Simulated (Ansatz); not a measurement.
**BaTe: how the settings move a single-point run**

Question: which choices in the input matter for BaTe?

Method: reference: DFT, r2SCAN, plane waves, PAW, in Ansatz 0.2.0.

7 further runs of the same task are left out: 7 that didn't finish.

## Step 1: Starting point

It takes space group Fm-3m (No. 225, cubic). Conventional cell: a = 7.065 Å, b = 7.065 Å, c = 7.065 Å, α = 90.00°, β = 90.00°, γ = 90.00°. Ba (site symmetry m-3m) has 6 Te at 3.53 Å as nearest neighbours. Around Te (site symmetry m-3m) lie 6 Ba at 3.53 Å.

Coordinates:

```cif
data_structure
_symmetry_space_group_name_H-M 'Fm-3m'
_symmetry_Int_Tables_number 225
_cell_length_a 7.0648
_cell_length_b 7.0648
_cell_length_c 7.0648
_cell_angle_alpha 90.000
_cell_angle_beta 90.000
_cell_angle_gamma 90.000
_cell_volume 352.61
loop_
_atom_site_label
_atom_site_type_symbol
_atom_site_symmetry_multiplicity
_atom_site_Wyckoff_symbol
_atom_site_fract_x
_atom_site_fract_y
_atom_site_fract_z
_atom_site_occupancy
Ba1 Ba 4 a 0.00000 0.00000 0.00000 1
Te1 Te 4 b 0.50000 0.00000 0.00000 1
```

## Step 2: Baseline

The input, input.yaml:

```yaml
crystal:
  lattice:
    - [0.0, 3.5323868436, 3.5323868436]
    - [3.5323868436, 0.0, 3.5323868436]
    - [3.5323868436, 3.5323868436, 0.0]
  atoms:
    - { symbol: Ba, position: [0.0, 0.0, 0.0] }
    - { symbol: Te, position: [0.5, 0.5, 0.5] }
kpoints:
  mp_grid: { grid: [4, 4, 4] }
hamiltonian:
  xc: r2scan
scf:
  occupations: { method: fixed }
  n_extra_bands: 4
output:
  forces: true
  stress: true
  eigenvalues: true
```

Run with:

```
$ ansatz run input.yaml --threads 4 --pin off --max-ram 3686MiB --backend cpu --events-out ev --progress --plain --runs-dir out
```

## Step 3: Variant: ecutrho_ratio 12

input.yaml: that of step 2 with these lines changed.

```diff
@@ -15,2 +15,3 @@
   n_extra_bands: 4
+  max_iter: 61
 output:
@@ -19 +20,3 @@
   eigenvalues: true
+basis:
+  ecutrho_ratio: 12
```

## Step 4: Variant: occupations.method gaussian, occupations.width 0.2

input.yaml: that of step 2 with these lines changed.

```diff
@@ -13,3 +13,3 @@
 scf:
-  occupations: { method: fixed }
+  occupations: { method: gaussian, width: 0.2 }
   n_extra_bands: 4
```

## Step 5: Changed: exchange pbe, correlation pbe, coeff 0.35, omega 0.2078

input.yaml: that of step 2 with these lines changed.

```diff
@@ -11,3 +11,6 @@
 hamiltonian:
-  xc: r2scan
+  xc:
+    exchange: pbe
+    correlation: pbe
+    exx: { coeff: 0.35, omega: 0.2078 }
 scf:
```

## Step 6: Changing settings: exchange pbe, correlation pbe, coeff 0.4, omega 0.5

input.yaml: that of step 2 with these lines changed.

```diff
@@ -11,3 +11,3 @@
 hamiltonian:
-  xc: r2scan
+  xc: { exchange: pbe, correlation: pbe, exx: { coeff: 0.4, omega: 0.5 } }
 scf:
```

**Question.** What will these runs give? Wanted: for each run, ending; energy change; pressure; gap; force.

The runs gave:

```tsv
run	ending	energy change	pressure (GPa)	gap (eV)	force (eV/Å)	cycles	time
reference	converged	0	0.0	2.00	0.00	6	1.2 s
1: ecutrho_ratio 12	converged	0.0 meV/atom	0.0	2.00	0.00	6	2.6 s
2: occupations.method gaussian, occupations.width 0.2	converged	0.0 meV/atom (σ→0)	0.0	2.00	0.00	6	1.1 s
3: exchange pbe, correlation pbe, coeff 0.35, omega 0.2078	converged	not comparable	-0.3	2.64	0.00	13	11 s
4: exchange pbe, correlation pbe, coeff 0.4, omega 0.5	converged	not comparable	-0.2	2.11	0.00	13	10 s
```

Residual by cycle in the longest SCF loop of each run; runs are numbered as in the table. The quantity is the density residual dr2, in eV.

```tsv
cycle	reference	run 1	run 2	run 3	run 4
1	0.0148	0.0148	0.015	0.0166	0.0119
2	9.9e-4	1.0e-3	0.00103	0.00186	9.7e-4
3	1.8e-4	1.8e-4	1.9e-4	6.8e-4	3.0e-4
4	1.5e-5	1.5e-5	1.5e-5	1.0e-4	5.4e-5
5	1.3e-7	1.4e-7	1.4e-7	3.9e-5	9.7e-6
6	3.7e-9	3.8e-9	3.1e-9	1.9e-5	5.8e-6
7	-	-	-	9.1e-7	1.4e-7
```

Of the converged runs whose energies compare with the reference's, none moves it noticeably. Of the variants the dearest is «exchange pbe, correlation pbe, coeff 0.35, omega 0.2078» (11 s), the cheapest «occupations.method gaussian, occupations.width 0.2» (1.1 s), on a shared host. The gap of the reference lacks spin-orbit coupling, though the cell holds Te and Ba.
